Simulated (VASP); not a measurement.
**H4C: single point with PBEsol**

H4C:

```xyz
5
Lattice="-2.6277 2.4789 2.4789 2.6277 -2.4789 2.4789 2.6277 2.4789 -2.4789" Properties=species:S:1:pos:R:3 pbc="T T T"
H     1.9611    1.8501   -1.8501
H    -1.9611    1.8501    1.8501
H     1.9611   -1.8501    1.8501
H     0.6666    0.6289    0.6289
C     0.0000    0.0000    0.0000
```

The cell comes from a database or a generator and needn't be the stable form of this composition.

The cell isn't the ideal one: strain +0.0600 x Voigt [1, 0, 0, 0, 0, 0], atoms carried along.

| Property | Result |
| --- | --- |
| Program | VASP 6.6.1 |
| Task | single point |
| Functional | PBEsol |
| Potentials or basis | VASP PAW PBE potentials, release 64 (H, C) |
| Cutoff | 520 eV |
| k mesh | 6 × 6 × 6 |
| Occupations | gaussian, width 0.05 eV |
| Spin | no spin polarisation |

| Property | Result |
| --- | --- |
| Pressure | -1.6 GPa |
| Largest force | 0.442 eV/Å |
| Band gap on the k mesh | 7.37 eV, direct |

Forces in eV/Å, atoms in the order of the input:
```
H    0.416  0.106 -0.106
H   -0.416  0.106  0.106
H    0.416 -0.106  0.106
H   -0.416 -0.106 -0.106
C    0.000  0.000  0.000
```

Stress tensor (GPa, compression positive):
```
-2.99  0.00  0.00
 0.00 -0.87  0.00
 0.00  0.00 -0.87
```

Levels at points of the mesh, in eV from the valence-band top:
| k point | band 1 | band 2 | band 3 | band 4 | band 5 | band 6 | band 7 | band 8 | band 9 |
| --- | --- | --- | --- | --- | --- | --- | --- | --- | --- |
| (0.00, 0.00, 0.00) | -8.15 | -0.39 | 0.00 | 0.00 | 7.37 | 11.82 | 11.82 | 12.46 | 15.76 |
| (0.50, 0.00, 0.00) | -7.96 | -0.71 | -0.64 | -0.03 | 9.36 | 10.59 | 10.92 | 14.90 | 15.20 |
| (0.00, 0.50, 0.00) | -7.96 | -0.95 | -0.23 | -0.16 | 9.31 | 10.70 | 11.05 | 14.80 | 15.13 |
| (0.50, 0.50, 0.50) | -7.83 | -0.95 | -0.49 | -0.49 | 10.44 | 10.74 | 12.87 | 13.41 | 13.41 |

Wall time 13 s on 1 thread of Intel(R) Xeon(R) 6975P-C (Granite Rapids) (shared host), peak memory 0.19 GiB.

Caveat: the PAW data sets were made with another functional, which shifts forces and pressure a little. A k mesh can miss the band edges.
